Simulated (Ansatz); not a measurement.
Runs of Ansatz 0.2.0 on SnSe. The structure is cubic, space group Fm-3m (No. 225). The conventional cell has a = 6.020 Å, b = 6.020 Å, c = 6.020 Å, α = 90.00°, β = 90.00°, γ = 90.00°. Around Sn (site symmetry m-3m) lie 6 Se at 3.01 Å. Se (site symmetry m-3m) is surrounded by 6 Sn at 3.01 Å. Measurements of this composition are mostly on another form, of space group No. 62.

```csv
task,level,potentials or basis,spin,cell,k mesh,cutoff (eV),smearing,driver,eos,points for each segment of the path,other keys,pressure (GPa),relaxed volume (Å³/atom)
relaxation of cell and atoms,BLYP,PseudoDojo standard,off,relaxed,8 × 8 × 8,1170,cold 0.025 eV,chain,-,-,-,0.0,30.01
single point,wPBEh,Ansatz PAW,off,volume scaled by 0.96,5 × 5 × 5,420,fermi-dirac 0.01 eV,calculator,-,-,basis.xc_grid = 4; crystal.symmetry = detect False,2.7,-
relaxation of cell and atoms,BLYP,PseudoDojo standard (PBE files),off,relaxed,8 × 8 × 8,1170,cold 0.025 eV,-,-,-,-,0.0,30.01
band structure,BLYP+D4,Ansatz PAW,"non-collinear, ferromagnetic start, SOC",as given,8 × 8 × 8,420,fermi-dirac 0.05 eV,chain,-,14,-,(a),-
```

Task: Fill in the values left out.

Result: (a) 0.7.

Caveats: the potentials were made for another functional, which shifts forces and pressure (some runs); the volume moved by +10 % from the deposited cell, more than functionals usually miss (some runs); the thresholds are loose for stress (some runs); the plane-wave basis is chosen anew once the cell has moved, so the energies of steps on either side of that aren't comparable (some runs); the starting moments weren't kept (some runs).
